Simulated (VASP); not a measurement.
# Al (Fm-3m) in VASP: a series of runs

One crystal, Al, is run at these levels: PBE; tasks: relaxation of cell and atoms, vibrations by finite differences.

Everything below comes from runs of VASP 6.6.1. Logs are shortened: lines on timing, memory, paths and dates and some standing lists are left out, and cuts for length are marked.

## 1. The crystal as given

Symmetry: Fm-3m, No. 225, cubic system. Conventional cell: a = 4.050 Å, b = 4.050 Å, c = 4.050 Å, α = 90.00°, β = 90.00°, γ = 90.00°. Al (site symmetry m-3m) is surrounded by 12 Al at 2.86 Å.

## 2. Relaxation of cell and atoms, PBE

Contents of INCAR:

```
PREC = Accurate
ENCUT = 520
EDIFF = 1E-7
ISMEAR = 0
SIGMA = 0.1
LREAL = F
LASPH = T
NELM = 60
ALGO = Normal
ISIF = 3
LWAVE = F
LCHARG = F
GGA = PE
IBRION = 2
NSW = 80
EDIFFG = -0.002
```

Contents of KPOINTS:

```
regular mesh
0
Gamma
  18 18 18
```

Contents of POSCAR:

```
Al
1.0
    0.0000000000      2.0248050000      2.0248050000
    2.0248050000      0.0000000000      2.0248050000
    2.0248050000      2.0248050000      0.0000000000
Al
1
Direct
    0.0000000000      0.0000000000      0.0000000000
```

Potentials or basis: VASP PAW PBE potentials, release 64 (Al).

The run is started by

```bash
$ cat potpaw_PBE.64/Al/POTCAR > POTCAR
$ mpirun -np 1 vasp_std > vasp.out
```

OUTCAR:

```text
PREC = Accurate
   ENCUT = 520
   EDIFF = 1E-7
   ISMEAR = 0
   LREAL = F
   LASPH = T
   NELM = 60
   ISIF = 3
   GGA = PE
   IBRION = 2
   NSW = 80
   EDIFFG = -0.002

 ion  position               nearest neighbor table
   1  0.000  0.000  0.000-

  LATTYP: Found a face centered cubic cell.
 ALAT       =     4.0496100000

  Lattice vectors:

 A1 = (   0.0000000000,   2.0248050000,   2.0248050000)
 A2 = (   2.0248050000,   0.0000000000,   2.0248050000)
 A3 = (   2.0248050000,   2.0248050000,   0.0000000000)

Analysis of symmetry for initial positions (statically):
=====================================================================
 Subroutine PRICEL returns:
 Original cell was already a primitive cell.

 Routine SETGRP: Setting up the symmetry group for a
 face centered cubic supercell.

 Subroutine GETGRP returns: Found 48 space group operations
 (whereof 48 operations were pure point group operations)
 out of a pool of 48 trial point group operations.

The static configuration has the point symmetry O_h .

Analysis of symmetry for dynamics (positions and initial velocities):
=====================================================================
 Subroutine PRICEL returns:
 Original cell was already a primitive cell.

 Routine SETGRP: Setting up the symmetry group for a
 face centered cubic supercell.

 Subroutine GETGRP returns: Found 48 space group operations
 (whereof 48 operations were pure point group operations)
 out of a pool of 48 trial point group operations.

The dynamic configuration has the point symmetry O_h .

 Subroutine INISYM returns: Found 48 space group operations
 (whereof 48 operations are pure point group operations),
 and found     1 'primitive' translations

----------------------------------------------------------------------------------------

                                     Primitive cell

  volume of cell :      16.6027

  direct lattice vectors                    reciprocal lattice vectors
     0.000000000  2.024805000  2.024805000    -0.246937359  0.246937359  0.246937359
     2.024805000  0.000000000  2.024805000     0.246937359 -0.246937359  0.246937359
     2.024805000  2.024805000  0.000000000     0.246937359  0.246937359 -0.246937359

  length of vectors
     2.863506692  2.863506692  2.863506692     0.427708053  0.427708053  0.427708053

[... 90 lines left out ...]
   NUPDOWN=      -1.0000    fix difference up-down
   EMIN   =  10.00;   EMAX   =-10.00  energy-range for DOS
   EFERMI =   0.00;   METHOD = LEGACY
   ISMEAR =     0;   SIGMA  =   0.10  broadening in eV -4-tet -1-fermi 0-gaus
   EFERMI_NEDOS =   21; number of points for ismear=-14 and -15
   IALGO  =     38    algorithm
   IMIX   =      4    mixing-type and parameters
     AMIX     =   0.40;   BMIX     =  1.00
     AMIX_MAG =   1.60;   BMIX_MAG =  1.00
  volume/ion in A,a.u.               =      16.60       112.04
  Fermi-wavevector in a.u.,A,eV,Ry     =   0.925526  1.748991 11.654733  0.856599
  Thomas-Fermi vector in A             =   2.051390
   LORBIT       =      0    0 simple, 1 ext, 2 COOP (PROOUT), +10 PAW based schemes
   GGA     = PE    functional components
   LHFCALC =     F    Hartree Fock is set to
   AEXX    =    0.0000 exact exchange contribution
   IVDW    =     0    specifies the selected vdW correction
   LEPSILON=     F    determine dielectric tensor
   LRPA    =     F    only Hartree local field effects (RPA)
 conjugate gradient relaxation of ions
 non-spin polarized calculation
 Gauss-broadening in eV      SIGMA  =   0.10
  energy-cutoff  :      520.00
  volume of cell :       16.60
 maximum number of plane-waves:       459
 NGX is ok and might be reduce to    24
   NGX = 11   NGY = 11   NGZ = 11

--------------------------------------- Ionic step        1  -------------------------------------------

 number of electron       3.0000000 magnetization

 Free energy of the ion-electron system (eV)
  ---------------------------------------------------
  ext. energy  EPLUGINS =         0.00000000
  ---------------------------------------------------
  free energy    TOTEN  =        -3.74436380 eV

  energy without entropy =       -3.74148553  energy(sigma->0) =       -3.74292466

------------------------ aborting loop because EDIFF is reached ----------------------------------------

  FORCE on cell =-STRESS in cart. coord.  units (eV):
  Direction    XX          YY          ZZ          XY          YZ          ZX
  --------------------------------------------------------------------------------------
  -------------------------------------------------------------------------------------
  Total       -0.0517905     -0.0517905     -0.0517905      0.0000000      0.0000000      0.0000000
  in kB       -4.9978265     -4.9978265     -4.9978265      0.0000000      0.0000000      0.0000000
  external PRESSURE =      -4.9978265 kB  Pullay stress =       0.0000000 kB
[... 57 lines left out ...]
--------------------------------------- Ionic step        3  -------------------------------------------

 number of electron       3.0000000 magnetization

 Free energy of the ion-electron system (eV)
  ---------------------------------------------------
  ext. energy  EPLUGINS =         0.00000000
  ---------------------------------------------------
  free energy    TOTEN  =        -3.74453751 eV

  energy without entropy =       -3.74161018  energy(sigma->0) =       -3.74307385

 E-fermi :   7.9960     XC(G=0): -10.1981

 val. band max:        7.9894158600   @ k =  -0.2778   0.2778   0.0556
 cond. band min:       7.9964829155   @ k =  -0.2778   0.5000   0.2222
 fundamental gap:      0.0070670555
 Fermi energy:         7.9960036868

 k-point     1 :       0.0000    0.0000    0.0000
  band No.  band energies     occupation
      1      -3.1327      2.00000
      2      20.6264      0.00000
      3      20.6264      0.00000
      4      20.6264      0.00000
      5      22.1217      0.00000
[... 177 lines left out ...]
 k-point    24 :      -0.2222    0.0556    0.0000
  band No.  band energies     occupation
      1      -1.4910      2.00000
      2      11.8466      0.00000
      3      17.2923      0.00000
      4      20.1446      0.00000
      5      21.8905      0.00000

 [... further k-points ...]

------------------------ aborting loop because EDIFF is reached ----------------------------------------

  FORCE on cell =-STRESS in cart. coord.  units (eV):
  Direction    XX          YY          ZZ          XY          YZ          ZX
  --------------------------------------------------------------------------------------
  -------------------------------------------------------------------------------------
  Total        0.0001560      0.0001560      0.0001560      0.0000000      0.0000000     -0.0000000
  in kB        0.0151590      0.0151590      0.0151590      0.0000000      0.0000000     -0.0000000
  external PRESSURE =       0.0151590 kB  Pullay stress =       0.0000000 kB
[... 16 lines left out ...]
  FREE ENERGIE OF THE ION-ELECTRON SYSTEM (eV)
  ---------------------------------------------------
  free  energy   TOTEN  =        -3.7445375079 eV

  energy  without entropy=       -3.7416101834  energy(sigma->0) =       -3.74307385

 reached required accuracy - stopping structural energy minimisation
```

OSZICAR:

```text
N       E                     dE             d eps       ncg     rms          rms(c)
DAV:   1    -0.168338794549E+01   -0.16834E+01   -0.87954E+02  2045   0.327E+02
DAV:   2    -0.374426252738E+01   -0.20609E+01   -0.19419E+01  2515   0.306E+01
DAV:   3    -0.376664654614E+01   -0.22384E-01   -0.22045E-01  2615   0.351E+00
[... 16 lines left out ...]
       N       E                     dE             d eps       ncg     rms          rms(c)
DAV:   1    -0.374453799910E+01   -0.33574E-05   -0.36027E-05  2450   0.380E-02    0.503E-03
DAV:   2    -0.374453775786E+01    0.24123E-06   -0.22868E-07  2095   0.419E-03    0.191E-03
DAV:   3    -0.374453754934E+01    0.20853E-06   -0.33970E-08  1170   0.120E-03    0.478E-04
DAV:   4    -0.374453750787E+01    0.41470E-07   -0.44058E-09  1035   0.488E-04
   3 F= -.37445375E+01 E0= -.37430738E+01  d E =-.173705E-03
```

CONTCAR:

```text
Al
   1.00000000000000
     0.0000000000000000    2.0203239517506382    2.0203239517506382
     2.0203239517506382    0.0000000000000000    2.0203239517506382
     2.0203239517506382    2.0203239517506382    0.0000000000000000
  Al
     1
Direct
     0.0000000000000000    0.0000000000000000    0.0000000000000000

  0.00000000E+00  0.00000000E+00  0.00000000E+00
```

It took 11 s on 1 thread of Intel Xeon Platinum 8375C at 2.90GHz (Ice Lake), shared host; peak memory 0.14 GiB.

What came out:

| Property | Result |
| --- | --- |
| Free energy | -3.7445 eV |
| Relaxed volume | 16.49 Å³/atom |
| Relaxed cell | a = 2.857 Å, b = 2.857 Å, c = 2.857 Å, α = 60.00°, β = 60.00°, γ = 60.00° |
| Space group after relaxing (to 0.05 Å) | Fm-3m (No. 225) |
| Energy gained by relaxing | 0.2 meV/atom |
| Ionic steps | 3 |
| Pressure after relaxing | 0.0 GPa |
| Band gap on the k mesh | none (metal or under the smearing width) |

Step by step:
| step | energy change (eV) | largest force (eV/Å) | pressure (GPa) | volume (Å³) |
| --- | --- | --- | --- | --- |
| 1 | 0.0000 | 0.0000 | -0.50 | 16.60 |
| 2 | -0.0002 | 0.0000 | 0.07 | 16.48 |
| 3 | -0.0002 | 0.0000 | 0.00 | 16.49 |

Final structure:
```xyz
1
Lattice="0.0000 2.0203 2.0203 2.0203 0.0000 2.0203 2.0203 2.0203 0.0000" Properties=species:S:1:pos:R:3 pbc="T T T"
Al    0.0000    0.0000    0.0000
```

## 3. Relaxation of cell and atoms, PBE

This run uses another cell than the first one, of 16.49 Å³/atom, 0.993 times its volume.

INCAR is that of step 2.

KPOINTS is that of step 2.

Contents of POSCAR:

```
Al                                      
1.0
    0.0000000000      2.0203239518      2.0203239518
    2.0203239518      0.0000000000      2.0203239518
    2.0203239518      2.0203239518      0.0000000000
  Al            
     1
Direct
     0.0000000000000000    0.0000000000000000    0.0000000000000000
```

Potentials or basis: VASP PAW PBE potentials, release 64 (Al).

The run is started by

```bash
$ cat potpaw_PBE.64/Al/POTCAR > POTCAR
$ mpirun -np 1 vasp_std > vasp.out
```

Wall time 6 s (1 thread of Intel Xeon Platinum 8375C at 2.90GHz (Ice Lake), shared host); peak memory 0.14 GiB.

The run converged. Its results:

```
Free energy             : -3.7445 eV
Pressure after relaxing : 0.0 GPa
Band gap on the k mesh  : none (metal or under the smearing width)
```

Final structure:
```xyz
1
Lattice="0.0000 2.0203 2.0203 2.0203 0.0000 2.0203 2.0203 2.0203 0.0000" Properties=species:S:1:pos:R:3 pbc="T T T"
Al    0.0000    0.0000    0.0000
```

Levels at points of the mesh, in eV from the Fermi level:
| k point | band 1 | band 2 | band 3 | band 4 | band 5 |
| --- | --- | --- | --- | --- | --- |
| (0.00, 0.00, 0.00) | -11.13 | 12.63 | 12.63 | 12.63 | 14.13 |
| (0.50, 0.00, 0.00) | -4.59 | -4.37 | 11.42 | 11.43 | 11.47 |
| (0.50, 0.50, 0.00) | -2.92 | -1.59 | 5.27 | 5.61 | 5.61 |

Caveat: the relaxation stopped at its first step, so nothing moved.

## 4. Vibrations by finite differences, PBE

This run uses another cell than the first one, of 16.49 Å³/atom, 0.993 times its volume.

Contents of INCAR:

```
ALGO = Normal
EDIFF = 1E-8
ENCUT = 520
GGA = PE
IBRION = 6
ISIF = 3
ISMEAR = 0
LASPH = True
LCHARG = False
LREAL = False
LWAVE = False
NELM = 60
NFREE = 2
NSW = 1
POTIM = 0.015
PREC = Accurate
SIGMA = 0.1
```

Contents of KPOINTS:

```
k-points
0
Gamma
  18 18 18
```

POSCAR is that of step 3.

Potentials or basis: VASP PAW PBE potentials, release 64 (Al).

The run is started by

```bash
$ cat potpaw_PBE.64/Al/POTCAR > POTCAR
$ mpirun -np 1 vasp_std > vasp.out
```

OUTCAR:

```text
EDIFF = 1E-8
   ENCUT = 520
   GGA = PE
   IBRION = 6
   ISIF = 3
   ISMEAR = 0
   LASPH = True
   LREAL = False
   NELM = 60
   NFREE = 2
   NSW = 1
   POTIM = 0.015
   PREC = Accurate

 ion  position               nearest neighbor table
   1  0.000  0.000  0.000-

  LATTYP: Found a face centered cubic cell.
 ALAT       =     4.0406479036

[... 626 lines left out ...]
      0.000000  0.000000  0.000000    -0.822921    0.568156    0.000000

   2 f  =    0.000000 THz     0.000000 2PiTHz    0.000000 cm-1     0.000000 meV
             X         Y         Z           dx          dy          dz
      0.000000  0.000000  0.000000     0.000000    0.000000    1.000000

   3 f  =    0.000000 THz     0.000000 2PiTHz    0.000000 cm-1     0.000000 meV
             X         Y         Z           dx          dy          dz
      0.000000  0.000000  0.000000     0.568156    0.822921    0.000000

--------------------------------------------------------------------------------------------------------

 ELASTIC MODULI CONTR FROM IONIC RELAXATION (kBar)
 Direction    XX          YY          ZZ          XY          YZ          ZX
 --------------------------------------------------------------------------------
 XX           0.0000      0.0000      0.0000      0.0000      0.0000      0.0000
 YY           0.0000      0.0000      0.0000      0.0000      0.0000      0.0000
 ZZ           0.0000      0.0000      0.0000      0.0000      0.0000      0.0000
 XY           0.0000      0.0000      0.0000      0.0000      0.0000      0.0000
 YZ           0.0000      0.0000      0.0000      0.0000      0.0000      0.0000
 ZX           0.0000      0.0000      0.0000      0.0000      0.0000      0.0000
 --------------------------------------------------------------------------------

 TOTAL ELASTIC MODULI (kBar)
 Direction    XX          YY          ZZ          XY          YZ          ZX
 --------------------------------------------------------------------------------
 XX         847.4810    749.7370    749.7370     -0.0000     -0.0000     -0.0000
 YY         749.7370    847.4810    749.7370      0.0000      0.0000     -0.0000
 ZZ         749.7370    749.7370    847.4810     -0.0000     -0.0000      0.0000
 XY          -0.0000      0.0000     -0.0000     64.5244      0.0000      0.0000
 YZ          -0.0000      0.0000     -0.0000      0.0000     64.5244      0.0000
 ZX          -0.0000     -0.0000      0.0000      0.0000      0.0000     64.5244
 --------------------------------------------------------------------------------
```

Wall time 3.6 min (1 thread of Intel Xeon Platinum 8375C at 2.90GHz (Ice Lake), shared host); peak memory 0.34 GiB.

What came out:

```
Elastic constants C11, C12, C44 : 85, 75, 6 GPa
Voigt bulk modulus              : 78 GPa
```

Elastic tensor in Voigt notation (GPa, in the Cartesian axes of the cell as first typed):
```
85 75 75  0  0  0
75 85 75  0  0  0
75 75 85  0  0  0
 0  0  0  6  0  0
 0  0  0  0  6  0
 0  0  0  0  0  6
```

Clamped-ion elastic tensor (GPa):
```
85 75 75  0  0  0
75 85 75  0  0  0
75 75 85  0  0  0
 0  0  0  6  0  0
 0  0  0  0  6  0
 0  0  0  0  0  6
```
